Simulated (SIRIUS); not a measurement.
# Be (P6_3/mmc) in SIRIUS: notebook

The runs below take Be through equation of state, with RPBE.

Everything below comes from runs of SIRIUS 7.12.0. Logs are shortened: lines on timing, memory, paths and dates and some standing lists are left out, and cuts for length are marked. The log counts tension as positive stress, the text compression.

## (1) Starting point

It takes space group P6_3/mmc (No. 194, hexagonal). The conventional cell has a = 2.285 Å, b = 2.285 Å, c = 3.584 Å, α = 90.00°, β = 90.00°, γ = 120.00°. Around Be (site symmetry -6m2) lie 12 Be at 2.23 to 2.29 Å.

## (2) Equation of state, RPBE, 7.62 Å³/atom (volume scaled by 0.94)

sirius.json reads:

```json
{
  "control": {
    "processing_unit": "cpu",
    "std_evp_solver_name": "lapack",
    "gen_evp_solver_name": "lapack",
    "verbosity": 2,
    "print_forces": false,
    "ortho_rf": true,
    "use_second_variation": true,
    "rmt_max": 3.0,
    "num_bands_to_print": 11,
    "save_wf": true
  },
  "parameters": {
    "electronic_structure_method": "full_potential_lapwlo",
    "xc_functionals": ["XC_GGA_X_RPBE", "XC_GGA_C_PBE"],
    "core_relativity": "dirac",
    "valence_relativity": "iora",
    "num_fv_states": 11,
    "smearing": "fermi_dirac",
    "smearing_width": 0.0018374661,
    "pw_cutoff": 20,
    "gk_cutoff": 3.42,
    "lmax_apw": 10,
    "lmax_rho": 8,
    "lmax_pot": 8,
    "num_mag_dims": 0,
    "auto_rmt": 0,
    "ngridk": [13, 13, 8],
    "shiftk": [0, 0, 0],
    "num_dft_iter": 80,
    "energy_tol": 1e-07,
    "density_tol": 1e-05,
    "use_symmetry": true
  },
  "settings": {"tol_ne": 1e-10},
  "iterative_solver": {"type": "exact"},
  "mixer": {"type": "anderson", "beta": 0.5, "max_history": 8},
  "unit_cell": {
    "lattice_vectors": [[4.230431863, 0.0, 0.0], [-2.1152159315, 3.6636614625, 0.0], [0.0, 0.0, 6.6348898981]],
    "atom_types": ["Be"],
    "atom_files": {"Be": "Be.json"},
    "atoms": {"Be": [[0.6666666667, 0.3333333333, 0.75], [0.3333333333, 0.6666666667, 0.25]]}
  }
}
```

Be.json reads:

```json
{
  "name": "beryllium",
  "symbol": "Be",
  "number": 4,
  "mass": 9.012182,
  "rmin": 1e-06,
  "rmt": 1.9,
  "nrmt": 800,
  "rinf": 16.55,
  "core": "",
  "valence": [
    {"basis": [{"enu": 0.08, "dme": 0, "n": 0, "auto": 0}, {"enu": 0.08, "dme": 1, "n": 0, "auto": 0}]},
    {"l": 0, "n": 1, "basis": [{"enu": 0.18, "dme": 0, "n": 0, "auto": 0}]},
    {"l": 1, "n": 2, "basis": [{"enu": 0.18, "dme": 0, "n": 0, "auto": 0}]},
    {"l": 2, "n": 3, "basis": [{"enu": 0.18, "dme": 0, "n": 0, "auto": 0}]},
    {"l": 3, "n": 4, "basis": [{"enu": 0.18, "dme": 0, "n": 0, "auto": 0}]}
  ],
  "lo": [
    {"l": 0, "basis": [{"enu": 0.18, "dme": 0, "n": 0, "auto": 0}, {"enu": 0.18, "dme": 1, "n": 0, "auto": 0}]},
    {
      "l": 0,
      "basis": [{"enu": -3.4698, "dme": 0, "n": 1, "auto": 1}, {"enu": -3.4698, "dme": 1, "n": 1, "auto": 1}]
    },
    {
      "l": 0,
      "basis": [{"enu": -3.4698, "dme": 1, "n": 1, "auto": 1}, {"enu": 0.18, "dme": 0, "n": 0, "auto": 0}]
    },
    {"l": 0, "basis": [{"enu": 0.18, "dme": 0, "n": 0, "auto": 0}, {"enu": 4.6121, "dme": 0, "n": 0, "auto": 0}]},
    {"l": 1, "basis": [{"enu": 0.18, "dme": 0, "n": 0, "auto": 0}, {"enu": 0.18, "dme": 1, "n": 0, "auto": 0}]},
    {"l": 1, "basis": [{"enu": 0.18, "dme": 1, "n": 0, "auto": 0}, {"enu": 0.18, "dme": 2, "n": 0, "auto": 0}]},
    {"l": 1, "basis": [{"enu": 0.18, "dme": 0, "n": 0, "auto": 0}, {"enu": 4.0027, "dme": 0, "n": 0, "auto": 0}]},
    {"l": 2, "basis": [{"enu": 0.18, "dme": 0, "n": 0, "auto": 0}, {"enu": 0.18, "dme": 1, "n": 0, "auto": 0}]},
    {"l": 2, "basis": [{"enu": 0.18, "dme": 1, "n": 0, "auto": 0}, {"enu": 0.18, "dme": 2, "n": 0, "auto": 0}]},
    {"l": 3, "basis": [{"enu": 0.18, "dme": 0, "n": 0, "auto": 0}, {"enu": 0.18, "dme": 1, "n": 0, "auto": 0}]}
  ],
  "free_atom": [... radial grid and density of the free atom, the start of the SCF ...]
}
```

sirius_start.json reads:

```json
{
  "control": {
    "processing_unit": "cpu",
    "std_evp_solver_name": "lapack",
    "gen_evp_solver_name": "lapack",
    "verbosity": 1,
    "print_forces": false,
    "ortho_rf": true,
    "use_second_variation": true,
    "rmt_max": 3.0,
    "num_bands_to_print": 11,
    "save_wf": false
  },
  "parameters": {
    "electronic_structure_method": "full_potential_lapwlo",
    "xc_functionals": ["XC_LDA_X", "XC_LDA_C_PW"],
    "core_relativity": "dirac",
    "valence_relativity": "iora",
    "num_fv_states": 11,
    "smearing": "fermi_dirac",
    "smearing_width": 0.0055123983,
    "pw_cutoff": 20,
    "gk_cutoff": 2.74,
    "lmax_apw": 10,
    "lmax_rho": 8,
    "lmax_pot": 8,
    "num_mag_dims": 0,
    "auto_rmt": 0,
    "ngridk": [5, 5, 3],
    "shiftk": [0, 0, 0],
    "num_dft_iter": 30,
    "energy_tol": 0.01,
    "density_tol": 0.05,
    "use_symmetry": true
  },
  "settings": {"tol_ne": 1e-10},
  "iterative_solver": {"type": "exact"},
  "mixer": {"type": "anderson", "beta": 0.5, "max_history": 8},
  "unit_cell": {
    "lattice_vectors": [[4.230431863, 0.0, 0.0], [-2.1152159315, 3.6636614625, 0.0], [0.0, 0.0, 6.6348898981]],
    "atom_types": ["Be"],
    "atom_files": {"Be": "Be.json"},
    "atoms": {"Be": [[0.6666666667, 0.3333333333, 0.75], [0.3333333333, 0.6666666667, 0.25]]}
  }
}
```

Potentials or basis: all-electron FP-LAPW, apw+lo standard.

On the command line:

```bash
$ OMP_NUM_THREADS=1 sirius.scf --input=sirius_start.json --output=start.json
$ OMP_NUM_THREADS=1 sirius.scf --input=sirius.json --output=output.json --task=1
```

The log of the run:

```text
[info] SIRIUS version : 7.12.0
[info] number of MPI ranks           : 1
[info] MPI grid                      : 1 1
[info] maximum number of OMP threads : 1
[fft] FFT context for density and potential
[fft] =====================================
[fft]   plane wave cutoff                     : 20
[fft]   grid size                             : 30 30 45   total : 40500
[fft]   grid limits                           : -14 15   -14 15   -22 22
[fft]   number of G-vectors within the cutoff : 13993
[fft]   number of G-shells                    : 770
[fft] FFT context for coarse grid
[fft] =====================================
[fft]   plane wave cutoff                     : 6.84
[fft]   grid size                             : 12 12 18   total : 2592
[fft]   grid limits                           : -5 6   -5 6   -8 9
[fft]   number of G-vectors within the cutoff : 561
[fft]   number of G-shells                    : 48
[unit cell] lattice vectors
[unit cell]   a1 :       4.2304318630      0.0000000000      0.0000000000
[unit cell]   a2 :      -2.1152159315      3.6636614625      0.0000000000
[unit cell]   a3 :       0.0000000000      0.0000000000      6.6348898981
[unit cell] reciprocal lattice vectors
[unit cell]   b1 :       1.4852349620      0.8575008051     -0.0000000000
[unit cell]   b2 :       0.0000000000      1.7150016101      0.0000000000
[unit cell]   b3 :       0.0000000000     -0.0000000000      0.9469916462
[unit cell] unit cell volume :       102.83329723 [a.u.^3]
[unit cell] 1/sqrt(omega)    :         0.09861276
[unit cell] MT volume        :        57.46182403 (55.88%)
[unit cell] IT volume        :        45.37147320 (44.12%)
[unit cell] number of atom types : 1
[unit cell] type id : 0 symbol : Be mt_radius :   1.900000 num_atoms : 2
[unit cell] total number of atoms : 2
[unit cell] number of symmetry classes : 1
[unit cell] atom id  type id  class id             position                      vector_field
[unit cell] ------------------------------------------------------------------------------------------
[unit cell]      0        0        0      0.66667   0.33333   0.75000      0.00000   0.00000   0.00000
[unit cell]      1        0        0      0.33333   0.66667   0.25000      0.00000   0.00000   0.00000
[unit cell] atom id         position (Cartesian, a.u.)
[unit cell] ---------------------------------------------
[unit cell]      0       2.115216    1.221220    4.976167
[unit cell]      1      -0.000000    2.442441    1.658722
[unit cell] class id : 0 atom id : 0 1
[unit cell] minimum bond length:     4.119582
[sym] space group number   : 194
[sym] international symbol : P6_3/mmc
[sym] Hall symbol          : -P 6c 2c
[sym] space group transformation matrix :
[sym]   1.0000  0.0000  0.0000
[sym]   0.0000  1.0000  0.0000
[sym]   0.0000  0.0000  1.0000
[sym] space group origin shift :
[sym]   0.0000  0.0000  0.0000
[sym] number of space group operations  : 24
[sym] number of magnetic group operations : 24
[sym] metric tensor error: 1.1934e-09
[sym] rotation matrix error: 7.6999e-11
[sym]
[... 270 lines left out ...]
[find] interstitial charge   : 1.781652
[find] total charge          : 8.000000
[find] Energy
[find] --------------------------------------------------------------------------------
[find] valence_eval_sum               :     -13.38693286
[find] core_eval_sum                  :       0.00000000
[find] kinetic energy                 :      29.18736544
[find] enuc                           :     -35.41702849
[find] <rho|V^{XC}>                   :      -7.51318297
[find] <rho|E^{XC}>                   :      -5.90662354
[find] <mag|B^{XC}>                   :       0.00000000
[find] <rho|V^{H}>                    :     -35.06111533
[find] smearing (-TS)                 :      -0.00003719
[find] SCF correction                 :       0.06043522
[find] Total energy                   :     -29.60640903 (Ha),     -59.21281807 (Ry)
[find] Free energy (E-TS)             :     -29.60644622 (Ha),     -59.21289245 (Ry)
[find] band gap (eV)                  :       0.00000000
[find] Efermi                         :       0.26756037
[find] iteration : 0, RMS (target) : 9.2276e-02 (1.0000e-05) , energy difference (target) : -2.9606e+01 (1.0000e-07)
[find] +------------------------------+
[find] | SCF iteration   1 out of  80|
[find] +------------------------------+
[generate_radial_functions] Linearization energies
[generate_radial_functions] Atom : Be, class id : 0
[generate_radial_functions] augmented waves
[generate_radial_functions] local orbitals
[generate_radial_functions] {l: 0, n: 1, enu: -3.41612, dme: 0, auto: 1}
[generate_radial_functions] {l: 0, n: 1, enu: -3.41612, dme: 1, auto: 1}
[generate_radial_functions] {l: 0, n: 1, enu: -3.41612, dme: 1, auto: 1}
[diagonalize] Lowest band energies
[diagonalize] ik:    0   -3.417104   -3.415930   -0.151875    0.108340    0.321387    0.883409    0.883409    0.991986    0.991986    1.079408    1.289852
[diagonalize] ik:    1   -3.417056   -3.415917   -0.145517    0.116738    0.323124    0.831008    0.845884    0.992756    1.011052    1.065916    1.208296
[diagonalize] ik:    2   -3.416922   -3.415873   -0.126426    0.141899    0.327346    0.720412    0.783331    0.986087    1.013596    1.014958    1.093025
[diagonalize] ik:    3   -3.416724   -3.415811   -0.094575    0.183652    0.328706    0.607187    0.725672    0.910100    0.928473    0.991502    1.027045
[diagonalize] ik:    4   -3.416497   -3.415766   -0.050096    0.241494    0.309090    0.529184    0.680235    0.780358    0.825440    0.961886    1.019276
[diagonalize] ...
[diagonalize] ik:  100   -3.415928   -3.415928    0.152831    0.152831    0.345834    0.345834    0.611458    0.611458    0.878063    0.878063    1.176826
[diagonalize] ik:  101   -3.415990   -3.415990    0.099922    0.099922    0.449732    0.449732    0.580746    0.580746    0.861980    0.861980    1.215146
[diagonalize] ik:  102   -3.415920   -3.415920    0.156032    0.156032    0.366683    0.366683    0.554334    0.554334    0.882691    0.882691    1.206621
[diagonalize] ik:  103   -3.415894   -3.415894    0.191918    0.191918    0.320385    0.320385    0.546645    0.546645    0.891912    0.891912    1.200431
[diagonalize] ik:  104   -3.415883   -3.415883    0.212061    0.212061    0.307686    0.307686    0.521475    0.521475    0.897302    0.897302    1.192879
[generate_core_charge_density] atom class : 0
[find] Total energy                   :     -29.60633097 (Ha),     -59.21266194 (Ry)
[find] iteration : 1, RMS (target) : 3.9426e-02 (1.0000e-05) , energy difference (target) : 7.8061e-05 (1.0000e-07)
[find] Total energy                   :     -29.60634500 (Ha),     -59.21269000 (Ry)
[find] iteration : 2, RMS (target) : 7.0716e-04 (1.0000e-05) , energy difference (target) : -1.4030e-05 (1.0000e-07)
[find] Total energy                   :     -29.60634507 (Ha),     -59.21269015 (Ry)
[find] iteration : 3, RMS (target) : 3.6011e-05 (1.0000e-05) , energy difference (target) : -7.3032e-08 (1.0000e-07)
[find] Total energy                   :     -29.60634507 (Ha),     -59.21269014 (Ry)
[find] iteration : 4, RMS (target) : 2.5160e-05 (1.0000e-05) , energy difference (target) : 2.9215e-09 (1.0000e-07)
[find] Charges and magnetic moments
[find] --------------------------------------------------------------------------------
[find] atom      charge    core leakage
[find] --------------------------------------------------------------------------------
[find]    0    3.106456    0.000000e+00
[find]    1    3.106456    0.000000e+00
[find] total core leakage    : 0.00000000e+00
[find] interstitial charge   : 1.787088
[find] total charge          : 8.000000
[find] Energy
[find] --------------------------------------------------------------------------------
[find] valence_eval_sum               :     -13.28285895
[find] core_eval_sum                  :       0.00000000
[find] kinetic energy                 :      29.50991289
[find] enuc                           :     -35.56116965
[find] <rho|V^{XC}>                   :      -7.54202211
[find] <rho|E^{XC}>                   :      -5.92971594
[find] <mag|B^{XC}>                   :       0.00000000
[find] <rho|V^{H}>                    :     -35.25074974
[find] smearing (-TS)                 :      -0.00003635
[find] SCF correction                 :       0.00000249
[find] Total energy                   :     -29.60634507 (Ha),     -59.21269014 (Ry)
[find] Free energy (E-TS)             :     -29.60638142 (Ha),     -59.21276284 (Ry)
[find] band gap (eV)                  :       0.00000000
[find] Efermi                         :       0.27043058
[find] iteration : 5, RMS (target) : 1.8990e-06 (1.0000e-05) , energy difference (target) : 3.3815e-11 (1.0000e-07)
[find] converged after 6 SCF iterations!
[find] Charges and magnetic moments
[find] --------------------------------------------------------------------------------
[find] atom      charge    core leakage
[find] --------------------------------------------------------------------------------
[find]    0    3.106456    0.000000e+00
[find]    1    3.106456    0.000000e+00
[find] total core leakage    : 0.00000000e+00
[find] interstitial charge   : 1.787088
[find] total charge          : 8.000000
[find] Energy
[find] --------------------------------------------------------------------------------
[find] valence_eval_sum               :     -13.28285895
[find] core_eval_sum                  :       0.00000000
[find] kinetic energy                 :      29.50991289
[find] enuc                           :     -35.56116965
[find] <rho|V^{XC}>                   :      -7.54202211
[find] <rho|E^{XC}>                   :      -5.92971594
[find] <mag|B^{XC}>                   :       0.00000000
[find] <rho|V^{H}>                    :     -35.25074974
[find] smearing (-TS)                 :      -0.00003635
[find] SCF correction                 :       0.00000249
[find] Total energy                   :     -29.60634507 (Ha),     -59.21269014 (Ry)
[find] Free energy (E-TS)             :     -29.60638142 (Ha),     -59.21276284 (Ry)
[find] band gap (eV)                  :       0.00000000
[find] Efermi                         :       0.27043058
```

Wall time 18 s (1 thread of Arm Neoverse V1, shared host); peak memory 0.33 GiB.

Results:

| Quantity | Value |
| --- | --- |
| Free energy | -805.6307 eV |
| Band gap on the k mesh | none (metal or under the smearing width) |
| Valence electrons inside the program's atomic spheres | Be 3.11 (radii Be 1.9 bohr) |

## (3) Equation of state, RPBE, 7.78 Å³/atom (volume scaled by 0.96)

Changes to sirius.json since step 2:

```diff
@@ -39,3 +39,3 @@
   "unit_cell": {
-    "lattice_vectors": [[4.230431863, 0.0, 0.0], [-2.1152159315, 3.6636614625, 0.0], [0.0, 0.0, 6.6348898981]],
+    "lattice_vectors": [[4.2602246184, 0.0, 0.0], [-2.1301123092, 3.6894627455, 0.0], [0.0, 0.0, 6.6816160142]],
     "atom_types": ["Be"],
```

Be.json is that of step 2.

Changes to sirius_start.json since step 2:

```diff
@@ -39,3 +39,3 @@
   "unit_cell": {
-    "lattice_vectors": [[4.230431863, 0.0, 0.0], [-2.1152159315, 3.6636614625, 0.0], [0.0, 0.0, 6.6348898981]],
+    "lattice_vectors": [[4.2602246184, 0.0, 0.0], [-2.1301123092, 3.6894627455, 0.0], [0.0, 0.0, 6.6816160142]],
     "atom_types": ["Be"],
```

Potentials or basis: all-electron FP-LAPW, apw+lo standard.

On the command line:

```bash
$ OMP_NUM_THREADS=1 sirius.scf --input=sirius_start.json --output=start.json
$ OMP_NUM_THREADS=1 sirius.scf --input=sirius.json --output=output.json --task=1
```

Wall time 18 s (1 thread of Arm Neoverse V1, shared host); peak memory 0.34 GiB.

The run converged. Its results:

```yaml
Free_energy: -805.6446 eV
Band_gap_on_the_k_mesh: none (metal or under the smearing width)
Valence_electrons_inside_the_program's_atomic_spheres: Be 3.08 (radii Be 1.9 bohr)
```

## (4) Equation of state, RPBE, 7.94 Å³/atom (volume scaled by 0.98)

Changes to sirius.json since step 3:

```diff
@@ -39,3 +39,3 @@
   "unit_cell": {
-    "lattice_vectors": [[4.2602246184, 0.0, 0.0], [-2.1301123092, 3.6894627455, 0.0], [0.0, 0.0, 6.6816160142]],
+    "lattice_vectors": [[4.2896064064, 0.0, 0.0], [-2.1448032032, 3.7149081202, 0.0], [0.0, 0.0, 6.7276975808]],
     "atom_types": ["Be"],
```

Be.json reads:

```json
{
  "name": "beryllium",
  "symbol": "Be",
  "number": 4,
  "mass": 9.012182,
  "rmin": 1e-06,
  "rmt": 1.9,
  "nrmt": 800,
  "rinf": 16.55,
  "core": "",
  "valence": [
    {"basis": [{"enu": 0.07, "dme": 0, "n": 0, "auto": 0}, {"enu": 0.07, "dme": 1, "n": 0, "auto": 0}]},
    {"l": 0, "n": 1, "basis": [{"enu": 0.17, "dme": 0, "n": 0, "auto": 0}]},
    {"l": 1, "n": 2, "basis": [{"enu": 0.17, "dme": 0, "n": 0, "auto": 0}]},
    {"l": 2, "n": 3, "basis": [{"enu": 0.17, "dme": 0, "n": 0, "auto": 0}]},
    {"l": 3, "n": 4, "basis": [{"enu": 0.17, "dme": 0, "n": 0, "auto": 0}]}
  ],
  "lo": [
    {"l": 0, "basis": [{"enu": 0.17, "dme": 0, "n": 0, "auto": 0}, {"enu": 0.17, "dme": 1, "n": 0, "auto": 0}]},
    {
      "l": 0,
      "basis": [{"enu": -3.4798, "dme": 0, "n": 1, "auto": 1}, {"enu": -3.4798, "dme": 1, "n": 1, "auto": 1}]
    },
    {
      "l": 0,
      "basis": [{"enu": -3.4798, "dme": 1, "n": 1, "auto": 1}, {"enu": 0.17, "dme": 0, "n": 0, "auto": 0}]
    },
    {"l": 0, "basis": [{"enu": 0.17, "dme": 0, "n": 0, "auto": 0}, {"enu": 4.6021, "dme": 0, "n": 0, "auto": 0}]},
    {"l": 1, "basis": [{"enu": 0.17, "dme": 0, "n": 0, "auto": 0}, {"enu": 0.17, "dme": 1, "n": 0, "auto": 0}]},
    {"l": 1, "basis": [{"enu": 0.17, "dme": 1, "n": 0, "auto": 0}, {"enu": 0.17, "dme": 2, "n": 0, "auto": 0}]},
    {"l": 1, "basis": [{"enu": 0.17, "dme": 0, "n": 0, "auto": 0}, {"enu": 3.9927, "dme": 0, "n": 0, "auto": 0}]},
    {"l": 2, "basis": [{"enu": 0.17, "dme": 0, "n": 0, "auto": 0}, {"enu": 0.17, "dme": 1, "n": 0, "auto": 0}]},
    {"l": 2, "basis": [{"enu": 0.17, "dme": 1, "n": 0, "auto": 0}, {"enu": 0.17, "dme": 2, "n": 0, "auto": 0}]},
    {"l": 3, "basis": [{"enu": 0.17, "dme": 0, "n": 0, "auto": 0}, {"enu": 0.17, "dme": 1, "n": 0, "auto": 0}]}
  ],
  "free_atom": [... radial grid and density of the free atom, the start of the SCF ...]
}
```

Changes to sirius_start.json since step 3:

```diff
@@ -39,3 +39,3 @@
   "unit_cell": {
-    "lattice_vectors": [[4.2602246184, 0.0, 0.0], [-2.1301123092, 3.6894627455, 0.0], [0.0, 0.0, 6.6816160142]],
+    "lattice_vectors": [[4.2896064064, 0.0, 0.0], [-2.1448032032, 3.7149081202, 0.0], [0.0, 0.0, 6.7276975808]],
     "atom_types": ["Be"],
```

On the command line:

```bash
$ OMP_NUM_THREADS=1 sirius.scf --input=sirius_start.json --output=start.json
$ OMP_NUM_THREADS=1 sirius.scf --input=sirius.json --output=output.json --task=1
```

It took 18 s on 1 thread of Arm Neoverse V1, shared host; peak memory 0.33 GiB.

The run converged. Its results:

| Item | Value |
| --- | --- |
| Free energy | -805.6528 eV |
| Band gap on the k mesh | none (metal or under the smearing width) |
| Valence electrons inside the program's atomic spheres | Be 3.06 (radii Be 1.9 bohr) |

(Continued in part 2 of 2.)
